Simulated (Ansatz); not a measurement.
**Si3N4: a single-point run**

Wanted: field gradients for Si3N4.

Program: Ansatz 0.2.0. Level of theory: DFT, PBE, plane-wave PAW, default files, scalar-relativistic, frozen cores. These are calculated values, not measurements.

## 1. Starting point

It takes space group P6_3 (No. 173, hexagonal). Conventional cell: a = 7.602 Å, b = 7.602 Å, c = 2.906 Å, α = 90.00°, β = 90.00°, γ = 120.00°. Si (site symmetry 1) is surrounded by 4 N at 1.73 to 1.75 Å. N (site symmetry 1) has 3 Si at 1.73 to 1.75 Å as nearest neighbours. N (site symmetry 3) has 3 Si at 1.73 Å as nearest neighbours.

Coordinates:

```cif
data_structure
_symmetry_space_group_name_H-M 'P6_3'
_symmetry_Int_Tables_number 173
_cell_length_a 7.6020
_cell_length_b 7.6020
_cell_length_c 2.9060
_cell_angle_alpha 90.000
_cell_angle_beta 90.000
_cell_angle_gamma 120.000
_cell_volume 145.44
loop_
_atom_site_label
_atom_site_type_symbol
_atom_site_symmetry_multiplicity
_atom_site_Wyckoff_symbol
_atom_site_fract_x
_atom_site_fract_y
_atom_site_fract_z
_atom_site_occupancy
Si1 Si 6 c 0.76847 0.17453 0.25000 1
N1 N 6 c 0.03054 0.33023 0.24590 1
N2 N 2 b 0.66667 0.33333 0.25020 1
```

## 2. Running it

input.yaml

```yaml
crystal:
  lattice:
    - [7.602, 0.0, 0.0]
    - [-3.801, 6.5835251196, 0.0]
    - [0.0, 0.0, 2.906]
  atoms:
    - { symbol: Si, position: [0.76847, 0.17453, 0.25] }
    - { symbol: Si, position: [0.59394, 0.76847, 0.75] }
    - { symbol: Si, position: [0.82547, 0.59394, 0.25] }
    - { symbol: Si, position: [0.23153, 0.82547, 0.75] }
    - { symbol: Si, position: [0.40606, 0.23153, 0.25] }
    - { symbol: Si, position: [0.17453, 0.40606, 0.75] }
    - { symbol: "N", position: [0.03054, 0.33023, 0.2459] }
    - { symbol: "N", position: [0.70031, 0.03054, 0.7459] }
    - { symbol: "N", position: [0.66977, 0.70031, 0.2459] }
    - { symbol: "N", position: [0.96946, 0.66977, 0.7459] }
    - { symbol: "N", position: [0.29969, 0.96946, 0.2459] }
    - { symbol: "N", position: [0.33023, 0.29969, 0.7459] }
    - { symbol: "N", position: [0.6666666667, 0.3333333333, 0.2502] }
    - { symbol: "N", position: [0.3333333333, 0.6666666667, 0.7502] }
kpoints:
  mp_grid: { grid: [4, 4, 10] }
scf:
  occupations: { method: fermi_dirac, width: 0.02 }
  convergence: { dr2_threshold: 1.0e-16 }
  max_iter: 80
hamiltonian:
  xc: pbe
  pseudopotentials: { kind: paw, frozen_core: stored }
output:
  forces: true
  stress: true
  populations: true
  efg: { quadrupole_moments_barn: { "N": 0.02044 } }
```

Started as:

```sh
$ ansatz run input.yaml --threads 1 --pin off --max-ram 3072MiB --backend cpu --events-out ev --progress --plain --runs-dir out
```

Q: Will this input give a usable result? If not, why, and what should change?

The program finished normally. Convergence says nothing about whether the input makes sense.

The suspect setting: scf.convergence.dr2_threshold is 1.0e-16. The risk: threshold needlessly tight. Once met, so tight a threshold does no harm; it costs cycles.

Run again and compare: delete scf.convergence.dr2_threshold (the default then holds).
